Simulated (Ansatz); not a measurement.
Computed with Ansatz on PBE0-D4/def2-TZVP structures; ΔE is electronic, products minus reactants. CCSD(T)/CBS is the MP2 limit (def2-TZVPP, def2-QZVPP) plus CCSD(T) − MP2 in def2-TZVPP, frozen cores. DFT in def2-TZVPP. B3LYP here is the variant with VWN-RPA as its local correlation; programs differ in this. HSE06 is defined as in plane-wave codes. One conformer a species, not always the lowest.

Reaction (substitution at a C–O bond): anisole + `[OH][Al]([OH])[OH]` → `C[O][Al]([OH])[OH]` + phenol

`COc1ccccc1`:

Z-matrix (Å, degrees):
```
C
O 1 1.405
H 1 1.096 2 111.6
H 1 1.089 2 106.3 3 118.9
H 1 1.096 2 111.6 3 -122.3
C 2 1.353 1 117.8 3 61.1
C 6 1.394 2 115.9 1 180.0
C 6 1.391 2 124.3 1 -0.0
C 7 1.381 6 120.0 2 180.0
H 7 1.083 6 118.5 2 0.0
C 8 1.390 6 119.5 2 -180.0
H 8 1.082 6 121.0 2 -0.0
C 9 1.391 7 120.6 6 0.0
H 9 1.084 7 119.3 6 180.0
H 11 1.084 8 119.0 6 180.0
H 13 1.083 9 120.4 7 -180.0
```

`[OH][Al]([OH])[OH]`:

```xyz
7

O     0.777    0.612   -1.369
Al    0.000    0.000    0.000
O    -1.025   -1.335   -0.138
O     0.248    0.723    1.506
H     0.662    0.231   -2.237
H    -1.482   -1.710    0.613
H     0.820    1.479    1.624
```

`C[O][Al]([OH])[OH]`:

Z-matrix (Å, degrees):
```
C
O 1 1.399
H 1 1.095 2 110.0
H 1 1.096 2 112.5 3 -120.6
H 1 1.095 2 110.0 3 118.7
Al 2 1.678 1 134.3 3 120.6
O 6 1.689 2 119.4 1 -0.0
O 6 1.689 2 120.5 1 180.0
H 7 0.955 6 122.5 2 -180.0
H 8 0.955 6 122.3 2 -0.0
```

`Oc1ccccc1`:

```xyz
13

O     0.764    2.225    0.802
C     0.353    1.007    0.368
C     1.114   -0.097    0.733
C     0.734   -1.359    0.313
C    -0.400   -1.537   -0.468
C    -1.154   -0.432   -0.828
C    -0.783    0.839   -0.415
H     0.156    2.897    0.482
H     1.997    0.054    1.343
H     1.332   -2.216    0.602
H    -0.692   -2.528   -0.793
H    -2.042   -0.553   -1.438
H    -1.378    1.702   -0.699
```

| level | ΔE (kJ/mol) | difference from CCSD(T)/CBS |
| --- | --- | --- |
| revPBE-D4 | 17.9 | -1.0 |
| r2SCAN-D4 | 16.6 | -2.3 |
| B97M-V | 16.6 | -2.3 |
| B3LYP-D4 | 15.3 | -3.6 |
| HSE06-D4 | 15.3 | -3.6 |
| revPBE | 10.8 | -8.1 |
| B3LYP | 12.1 | -6.8 |
| r2SCANh | 15.5 | -3.4 |
| r2SCAN0 | 15.3 | -3.6 |
| HSE06 | 13.5 | -5.4 |
| RPA@PBE/def2-TZVPP | 17.4 | -1.5 |
| HF/def2-SVP | 2.6 | -16.3 |
| HF/def2-TZVPP | 8.9 | -10.0 |
| SCS-MP2/def2-TZVPP | 19.0 | 0.1 |
| HF/def2-QZVPP | 8.6 | -10.3 |
| HF/CBS(def2) | 8.6 | -10.3 |
| CCSD(T)/CBS | 18.9 | 0 |

Largest T1 diagnostic among the species: 0.012.

At CCSD(T), def2-SVP lies −7.3 kJ/mol from the extrapolated value and def2-TZVPP +0.1 kJ/mol. The D4 term adds +3.2 kJ/mol with B3LYP and +1.9 kJ/mol with PBE0; it sums over pairs of atoms, weighted by their polarisabilities, and B3LYP, whose exchange is more repulsive, gets the larger term.

CCSD(T)/CBS has its own doubt, a few kJ/mol and more with outer-core shells, so smaller differences from it don't rank the levels.
